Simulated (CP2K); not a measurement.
Write the native input for CP2K 2026.2 that does the following.

```
Task                                   : band structure
Functional                             : LDA
Potentials or basis                    : GTH_POTENTIALS Sb GTH-PADE-q5; TZVP-MOLOPT-PBE-GTH basis
Density cutoff                         : 6123 eV
k mesh                                 : 10 × 10 × 10
Occupations                            : fermi-dirac, width 0.05 eV
Spin                                   : no spin polarisation
SCF solver                             : diagonalisation with k points
Quickstep method                       : GPW
EPS_DEFAULT                            : 1.0E-9
EPS_SCF                                : 1.0E-6
MAX_SCF                                : 100
SCF_GUESS                              : ATOMIC
k points reduced by the point group    : yes
Mesh centred on Gamma                  : yes
CHOLESKY                               : OFF
EPS_EIGVAL                             : 1.0E-7
MIXING METHOD                          : BROYDEN_MIXING
MIXING ALPHA                           : 0.4
NBUFFER                                : 8
NGRIDS                                 : 5
Basis sets                             : Sb TZVP-MOLOPT-PBE-GTH-q5
Potentials                             : Sb GTH-PADE-q5 of GTH_POTENTIALS
ADDED_MOS                              : [8]
Points a segment of the path (NPOINTS) : 6
Bands added on the path                : 4
REL_CUTOFF (Ry)                        : 60 Ry
MIXING BETA (1/bohr)                   : 1.5 1/bohr
CUTOFF of the grids                    : 450 Ry
```

The system is Sb.

```
CELL_PARAMETERS angstrom
3.35344 0.00000 0.00000
1.67672 2.90417 0.00000
1.67672 0.96806 2.73808
ATOMIC_POSITIONS crystal
Sb 0.00000 0.00000 0.00000
```

This isn't the form of Sb at room conditions, which is rhombohedral.

The input as run:

sb_bands.inp

```
&GLOBAL
  PROJECT sb_bands
  RUN_TYPE ENERGY_FORCE
  PRINT_LEVEL LOW
&END GLOBAL
&FORCE_EVAL
  METHOD QS
  STRESS_TENSOR ANALYTICAL
  &DFT
    BASIS_SET_FILE_NAME BASIS_MOLOPT_UZH
    POTENTIAL_FILE_NAME GTH_POTENTIALS
    &MGRID
      CUTOFF 450
      REL_CUTOFF 60
      NGRIDS 5
    &END MGRID
    &QS
      METHOD GPW
      EPS_DEFAULT 1.0E-9
    &END QS
    &KPOINTS
      SCHEME MONKHORST-PACK 10 10 10
      GAMMA_CENTERED T
      SYMMETRY T
      SYMMETRY_BACKEND SPGLIB
    &END KPOINTS
    &SCF
      SCF_GUESS ATOMIC
      EPS_SCF 1.0E-6
      MAX_SCF 100
      ADDED_MOS 8
      CHOLESKY OFF
      EPS_EIGVAL 1.0E-7
      &DIAGONALIZATION ON
        ALGORITHM STANDARD
      &END DIAGONALIZATION
      &MIXING ON
        METHOD BROYDEN_MIXING
        ALPHA 0.4
        BETA 1.5
        NBUFFER 8
      &END MIXING
      &SMEAR ON
        METHOD FERMI_DIRAC
        ELECTRONIC_TEMPERATURE 580.23
      &END SMEAR
    &END SCF
    &XC
      &XC_FUNCTIONAL
        &LDA_X
        &END LDA_X
        &LDA_C_PW
        &END LDA_C_PW
      &END XC_FUNCTIONAL
    &END XC
    &PRINT
      &KPOINTS ON
      &END KPOINTS
      &MULLIKEN ON
      &END MULLIKEN
      &MO ON
        ENERGIES T
        OCCUPATION_NUMBERS T
        &EACH
          QS_SCF 0
        &END EACH
        ADD_LAST NUMERIC
      &END MO
      &BAND_STRUCTURE
        FILE_NAME bands.bs
        ADDED_MOS 4
        &KPOINT_SET
          UNITS B_VECTOR
          NPOINTS 6
          SPECIAL_POINT GAMMA 0.00000000 0.00000000 0.00000000
          SPECIAL_POINT X 0.50000000 0.00000000 0.50000000
          SPECIAL_POINT W 0.50000000 0.25000000 0.75000000
          SPECIAL_POINT K 0.37500000 0.37500000 0.75000000
          SPECIAL_POINT GAMMA 0.00000000 0.00000000 0.00000000
          SPECIAL_POINT L 0.50000000 0.50000000 0.50000000
          SPECIAL_POINT U 0.62500000 0.25000000 0.62500000
          SPECIAL_POINT W 0.50000000 0.25000000 0.75000000
          SPECIAL_POINT L 0.50000000 0.50000000 0.50000000
          SPECIAL_POINT K 0.37500000 0.37500000 0.75000000
        &END KPOINT_SET
        &KPOINT_SET
          UNITS B_VECTOR
          NPOINTS 6
          SPECIAL_POINT U 0.62500000 0.25000000 0.62500000
          SPECIAL_POINT X 0.50000000 0.00000000 0.50000000
        &END KPOINT_SET
      &END BAND_STRUCTURE
    &END PRINT
  &END DFT
  &SUBSYS
    &CELL
      A 3.3534433337 0.0000000000 0.0000000000
      B 1.6767216669 2.9041671172 0.0000000000
      C 1.6767216669 0.9680557057 2.7380750163
      PERIODIC XYZ
    &END CELL
    &COORD
      Sb  0.0000000000 0.0000000000 0.0000000000
    &END COORD
    &KIND Sb
      BASIS_SET TZVP-MOLOPT-PBE-GTH-q5
      POTENTIAL GTH-PADE-q5
    &END KIND
    &PRINT
      &ATOMIC_COORDINATES ON
      &END ATOMIC_COORDINATES
      &CELL ON
      &END CELL
      &SYMMETRY ON
      &END SYMMETRY
    &END PRINT
  &END SUBSYS
  &PRINT
    &FORCES ON
    &END FORCES
    &STRESS_TENSOR ON
    &END STRESS_TENSOR
  &END PRINT
&END FORCE_EVAL
```

Potentials or basis: GTH_POTENTIALS Sb GTH-PADE-q5; TZVP-MOLOPT-PBE-GTH basis.

Command:

```console
$ OMP_NUM_THREADS=1 cp2k.psmp -i sb_bands.inp -o sb_bands.out
```

It gave:

```
Pressure               : -1.1 GPa
Band gap on the k mesh : none (metal or under the smearing width)
```

Caveat: spin-orbit coupling is left out, which moves the levels of the heavy elements; the basis of atomic orbitals isn't converged, which shifts pressures, moduli and gaps.

Run time: 7.8 s on 1 thread of Arm Neoverse V2, with other jobs on the host, peak memory 0.21 GiB.
